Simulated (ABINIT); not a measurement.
# Br (I4/mmm) in ABINIT: reference runs

Reference runs on Br: the cell as given and a disturbed copy.

Everything below comes from runs of ABINIT 10.8.3 (patched build). Logs are shortened: lines on timing, memory, paths and dates and some standing lists are left out, and cuts for length are marked. The log counts tension as positive stress, the text compression.

## Step 1: Starting point

Symmetry: I4/mmm, No. 139, tetragonal system. Conventional cell: a = 2.847 Å, b = 2.847 Å, c = 7.155 Å, α = 90.00°, β = 90.00°, γ = 90.00°. Br (site symmetry 4/mmm) has 4 Br at 2.85 Å as nearest neighbours.

## Step 2: Single point, PBE

run.abi

```
pp_dirpath "./"
pseudos "Br.GGA_PBE-JTH.xml"

acell 3*1.0 Angstrom
rprim
    -1.4234917050     1.4234917050     3.5775173700
     1.4234917050    -1.4234917050     3.5775173700
     1.4234917050     1.4234917050    -3.5775173700
ntypat 1
znucl 35
natom 1
typat 1
xred
     0.0000000000     0.0000000000     0.0000000000

ecut 15.0
pawecutdg 30.0

kptopt 1
ngkpt 13 13 13
nshiftk 1
shiftk 0.0 0.0 0.0

ixc 11

nband 8
occopt 3
tsmear 0.05 eV

nstep 100
tolvrs 1.0e-9

iomode 3
prtwf 0
prteig 0
prtebands 0
enunit 1
prtden 1
prtvha 1
prtvclmb 1
prtpot 1
```

Potentials or basis: JTH PAW PBE v2.0.

On the command line:

```sh
> abinit run.abi > log 2>&1
```

run.abo:

```text
.Version 10.8.3 of ABINIT
 Symmetries : space group I4/m m m (#139); Bravais tI (body-center tetrag.)
================================================================================
 Values of the parameters that define the memory need of the present run
     intxc =       0    ionmov =       0      iscf =      17    lmnmax =       8
     lnmax =       4     mgfft =      30  mpssoang =       2    mqgrid =    3001
     natom =       1  nloc_mem =       2    nspden =       1   nspinor =       1
    nsppol =       1      nsym =      16    n1xccc =       1    ntypat =       1
    occopt =       3   xclevel =       2
       mpw =         560          nfft =       27000          nkpt =         196
 PAW method is used; the additional fine FFT grid is defined by:
   mgfftf=        40    nfftf =     64000
================================================================================
================================================================================

--------------------------------------------------------------------------------
------------- Echo of variables that govern the present computation ------------
--------------------------------------------------------------------------------
 -outvars: echo values of preprocessed input variables --------
            acell      1.8897261259E+00  1.8897261259E+00  1.8897261259E+00 Bohr
              amu      7.99040000E+01
             ecut      1.50000000E+01 Hartree
           enunit           1
                       outvar_i_n : Printing only first  50 k-points.
              ixc          11
                       outvar_i_n : Printing only first  50 k-points.
         kptrlatt       13    0    0      0   13    0      0    0   13
          kptrlen      6.99402461E+01
            natom           1
            nband           8
            ngfft          30      30      30
          ngfftdg          40      40      40
             nkpt         196
            nstep         100
             nsym          16
           ntypat           1
                       prtocc : prtvol=0, do not print more k-points.
           occopt           3
        pawecutdg      3.00000000E+01 Hartree
         pawxcdev           0
        prtebands           0
           prteig           0
           prtpot           1
         prtvclmb           1
           prtvha           1
            prtwf           0
            rprim     -1.4234917050E+00  1.4234917050E+00  3.5775173700E+00
                       1.4234917050E+00 -1.4234917050E+00  3.5775173700E+00
                       1.4234917050E+00  1.4234917050E+00 -3.5775173700E+00
          spgroup         139
           tolvrs      1.00000000E-09
           tsmear      1.83746611E-03 Hartree
            typat      1
           useylm           1
                       outvars : Printing only first  50 k-points.
            znucl       35.00000

================================================================================

[... 102 lines left out ...]
force_length_stats: {min:   0.00000000E+00, max:   0.00000000E+00, mean:   0.00000000E+00, }
...

 Integrated electronic density in atomic spheres:
 ------------------------------------------------
 Atom  Sphere_radius  Integrated_density
    1        2.20919          4.78903498

================================================================================

 ----iterations are completed or convergence reached----

 Mean square residual over all n,k,spin=   26.465E-08; max=  10.856E-05
 reduced coordinates (array xred) for    1 atoms
       0.000000000000      0.000000000000      0.000000000000
 rms dE/dt=  0.0000E+00; max dE/dt=  0.0000E+00; dE/dt below (all hartree)
    1       0.000000000000      0.000000000000      0.000000000000

 cartesian coordinates (angstrom) at end:
    1      0.00000000000000     0.00000000000000     0.00000000000000

 cartesian forces (hartree/bohr) at end:
    1     -0.00000000000000    -0.00000000000000    -0.00000000000000
 frms,max,avg= 0.0000000E+00 0.0000000E+00   0.000E+00  0.000E+00  0.000E+00 h/b

 cartesian forces (eV/Angstrom) at end:
    1     -0.00000000000000    -0.00000000000000    -0.00000000000000
 frms,max,avg= 0.0000000E+00 0.0000000E+00   0.000E+00  0.000E+00  0.000E+00 e/A
 length scales=  1.889726125908  1.889726125908  1.889726125908 bohr
              =  1.000000000000  1.000000000000  1.000000000000 angstroms
 Fermi (or HOMO) energy (eV) =  -0.52718   Average Vxc (eV)=  -8.90472
 Eigenvalues (   eV  ) for nkpt= 196  k points:
 kpt#   1, nband=  8, wtk=  0.00046, kpt=  0.0000  0.0000  0.0000 (reduced coord)
 -16.81349   -2.83320    0.41455    0.41455    4.89879    9.38635    9.84500   15.54652
 prteigrs : prtvol=0 or 1, do not print more k-points.

--- !EnergyTerms
iteration_state     : {dtset: 1, }
comment             : Components of total free energy in Hartree
kinetic             :  4.75338175611041E+00
hartree             :  1.79594481366403E+00
xc                  : -6.14869649468311E+00
Ewald energy        : -1.17820683804459E+01
psp_core            :  1.07217125511556E+00
local_psp           : -5.94938477814880E+00
PAW spherical_terms :  2.66511706398602E+00
internal            : -1.35935347644018E+01
'-kT*entropy'       : -1.72852420458084E-04
total_energy        : -1.35937076168222E+01
total_energy_eV     : -3.69903628476283E+02
...

--- !EnergyTermsDC
iteration_state     : {dtset: 1, }
comment             : '"Double-counting" decomposition of free energy'
band_energy         : -1.72644684475829E+00
Ewald energy        : -1.17820683804459E+01
psp_core            :  1.07217125511556E+00
xc_dc               : -3.50857299382868E+00
PAW spherical_terms :  2.35138069710109E+00
internal            : -1.35935362668162E+01
'-kT*entropy'       : -1.72852420458084E-04
total_energy_dc     : -1.35937091192366E+01
total_energy_dc_eV  : -3.69903669359063E+02
...

--- !EnergyTermsWithPAWCore
iteration_state     : {dtset: 1, }
comment             : 'Components of total free energy, including PAW core contributions'
Total energy        : -2.60646533980616E+03
Total energy DC     : -2.60646534130857E+03
Total energy (eV)   : -7.09255350982274E+04
Total energy DC (eV): -7.09255351391102E+04
...

 Cartesian components of stress tensor (hartree/bohr^3)
  sigma(1 1)= -3.83203697E-05  sigma(3 2)=  0.00000000E+00
  sigma(2 2)= -3.83203697E-05  sigma(3 1)=  0.00000000E+00
  sigma(3 3)= -5.50245765E-05  sigma(2 1)=  0.00000000E+00

-Cartesian components of stress tensor (GPa)         [Pressure=  1.2912E+00 GPa]
- sigma(1 1)= -1.12742420E+00  sigma(3 2)=  0.00000000E+00
- sigma(2 2)= -1.12742420E+00  sigma(3 1)=  0.00000000E+00
- sigma(3 3)= -1.61887893E+00  sigma(2 1)=  0.00000000E+00

== END DATASET(S) ==============================================================
================================================================================

 -outvars: echo values of variables after computation  --------
            acell      1.8897261259E+00  1.8897261259E+00  1.8897261259E+00 Bohr
           etotal     -1.3593709119E+01
            fcart     -0.0000000000E+00 -0.0000000000E+00 -0.0000000000E+00
            rprim     -1.4234917050E+00  1.4234917050E+00  3.5775173700E+00
                       1.4234917050E+00 -1.4234917050E+00  3.5775173700E+00
                       1.4234917050E+00  1.4234917050E+00 -3.5775173700E+00
           strten     -3.8320369684E-05 -3.8320369684E-05 -5.5024576456E-05
                       0.0000000000E+00  0.0000000000E+00  0.0000000000E+00
 Calculation completed.
```

Wall time 35 s (1 thread of Arm Neoverse V1, shared host); peak memory 0.11 GiB.

What came out:

```yaml
Free_energy: -369.9037 eV
Pressure: 1.3 GPa
Band_gap_on_the_k_mesh: none (metal or under the smearing width)
Valence_electrons_inside_the_program's_atomic_spheres: Br 4.79 (radii [1.1691] Å)
```

Stress tensor (GPa, compression positive):
```
1.13 0.00 0.00
0.00 1.13 0.00
0.00 0.00 1.62
```

Levels at points of the mesh, in eV from the Fermi level:
| k point | band 1 | band 2 | band 3 | band 4 | band 5 | band 6 | band 7 | band 8 |
| --- | --- | --- | --- | --- | --- | --- | --- | --- |
| (0.00, 0.00, 0.00) | -16.29 | -2.31 | 0.94 | 0.94 | 5.43 | 9.91 | 10.37 | 16.07 |

Caveat: an odd number of electrons without spin polarisation forces a metal; a magnetic or distorted state may lie lower.

## Step 3: Single point, PBE

run.py

```python
import json, os
import numpy as np
from ase.units import GPa
from ase.calculators.abinit import Abinit, AbinitProfile
from ase import Atoms

atoms = Atoms(['Br'],
              cell=[[-1.423491705, 1.423491705, 3.57751737], [1.423491705, -1.423491705, 3.57751737], [1.423491705, 1.423491705, -3.57751737]],
              scaled_positions=[[0.0, 0.0, 0.0]],
              pbc=True)

profile = AbinitProfile(command='abinit', pp_paths=[os.path.abspath('pseudos')])
params = dict(
    pps='pawxml', xc='PBE',
    ecut=408.1708,
    pawecutdg=816.3416,
    kptopt=1,
    ngkpt=[13, 13, 13],
    nshiftk=1,
    shiftk=[0.0, 0.0, 0.0],
    ixc=11,
    nband=8,
    occopt=3,
    tsmear=0.05,
    nstep=100,
    tolvrs=1e-09,
    prtwf=0,
    prtden=0,
)

atoms.calc = Abinit(profile=profile, directory='run', **params)
energy = atoms.get_potential_energy()
forces = atoms.get_forces()
stress = atoms.get_stress()
print(f'energy {energy:.6f} eV')
print('forces (eV/A)')
print(np.round(forces, 5))
print('stress (GPa, Voigt, tension positive)', np.round(stress / GPa, 4))
json.dump(dict(energy=energy, forces=forces.tolist(), stress=stress.tolist(), cell=atoms.cell.tolist(), frac=atoms.get_scaled_positions(wrap=False).tolist()), open('results.json', 'w'))
```

Potentials or basis: JTH PAW PBE v2.0.

On the command line:

```sh
> python run.py
```

Wall time 36 s (1 thread of Arm Neoverse V1, shared host); peak memory 0.11 GiB.

It converged, with:

- Free energy: -369.9037 eV
- Pressure: 1.3 GPa
- Band gap on the k mesh: none (metal or under the smearing width)
- Valence electrons inside the program's atomic spheres: Br 4.79 (radii [1.1691] Å)

Stress tensor (GPa, compression positive):
```
1.13 0.00 0.00
0.00 1.13 0.00
0.00 0.00 1.62
```

Levels at points of the mesh, in eV from the Fermi level:
| k point | band 1 | band 2 | band 3 | band 4 | band 5 | band 6 |
| --- | --- | --- | --- | --- | --- | --- |
| (0.00, 0.00, 0.00) | -16.29 | -2.31 | 0.94 | 0.94 | 5.43 | 9.91 |

Caveat: an odd number of electrons without spin polarisation forces a metal; a magnetic or distorted state may lie lower.

## Step 4: Single point, PBE (cell strained at random at fixed volume)

run.abi

```
# Pseudopotentials
pp_dirpath "./"
pseudos "Br.GGA_PBE-JTH.xml"

# Structure
acell 3*1.0 Angstrom
rprim
    -1.3708610000     1.4282190000     3.5071040000
     1.5439400000    -1.4350240000     3.5786800000
     1.3437790000     1.4079430000    -3.5098120000
ntypat 1
znucl 35
natom 1
typat 1
xred
     0.0120770000     0.0047410000     0.0189630000
chkprim 0
chksymtnons 0
tolsym 1.0e-6

# Plane-wave basis
ecut 15.0
pawecutdg 30.0

# k points
kptopt 1
ngkpt 13 13 13
nshiftk 1
shiftk 0.0 0.0 0.0

# Exchange and correlation
ixc 11

# Bands and occupations
nband 8
occopt 3
tsmear 0.05 eV

# SCF cycle
nstep 100
tolvrs 1.0e-9

# Output
iomode 3
prtwf 0
prtden 0
prteig 0
prtebands 0
```

On the command line:

```sh
> abinit run.abi > log 2>&1
```

Run time: 3.2 min. Hardware: 1 thread of Arm Neoverse V1, shared host; peak memory 0.23 GiB.

The run converged. Its results:

```
Free energy                                           : -369.8995 eV
Pressure                                              : 0.8 GPa
Band gap on the k mesh                                : none (metal or under the smearing width)
Valence electrons inside the program's atomic spheres : Br 4.78 (radii [1.1691] Å)
```

Stress tensor (GPa, compression positive):
```
-0.29  0.10 -0.24
 0.10  1.00  0.00
-0.24  0.00  1.83
```

Levels at points of the mesh, in eV from the Fermi level:
```
           k point  band 2  band 3  band 4  band 5  band 6  band 7
(0.00, 0.00, 0.00)   -2.14    0.75    1.13    5.57    9.92   10.45
```

Caveat: an odd number of electrons without spin polarisation forces a metal; a magnetic or distorted state may lie lower.
